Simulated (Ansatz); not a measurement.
**Mg₂Sn: frozen-core PAW against all-electron methods**

```
Mg Sn
1.0
     0.00000    3.37950    3.37950
     3.37950    0.00000    3.37950
     3.37950    3.37950    0.00000
Mg Sn
2 1
Cartesian
  1.6898 1.6898 1.6898
  5.0693 5.0693 5.0693
  0.0000 0.0000 0.0000
```

Atoms are numbered in the order listed.

The cell is COD entry 1537878, as deposited and not checked against the literature; nothing was relaxed.

Spin–orbit coupling is left out, though it moves levels of the heavy atoms by tenths of an eV or more.

All numbers are computed: DFT, PBE, PAW with Ansatz's default frozen-core files, scalar-relativistic (Ansatz 0.2.0); DFT, PBE, all-electron PAW with datasets made for the crystal, scalar-relativistic (Ansatz 0.2.0); DFT, PBE, all-electron LAPW, scalar-relativistic (Ansatz 0.2.0).

For PAW: a Γ-centred 11×11×11 k mesh, Fermi–Dirac smearing of 0.08 eV, cutoff 420 eV, no spin polarisation. The crystal-made all-electron datasets (AE datasets) take a cutoff of 240 eV at this cell. LAPW targets a basis error of 0.5 meV/atom. The Ansatz runs share mesh, smearing and spin set-up. Plane-wave (PAW) pressures include the program's estimate of the Pulay term.

Stress and pressure are positive in compression.

Levels count from the Fermi level.

```
                      quantity     PAW  AE datasets    LAPW
                pressure (GPa)    1.10         1.09    1.09
highest filled level at Γ (eV)  -9.083       -9.083  -9.083
  lowest empty level at Γ (eV)   0.027        0.029   0.029
highest filled level at W (eV)  -2.669       -2.669  -2.669
  lowest empty level at W (eV)   2.680        2.681   2.681
highest filled level at L (eV)  -0.803       -0.802  -0.802
  lowest empty level at L (eV)   0.700        0.698   0.698
```
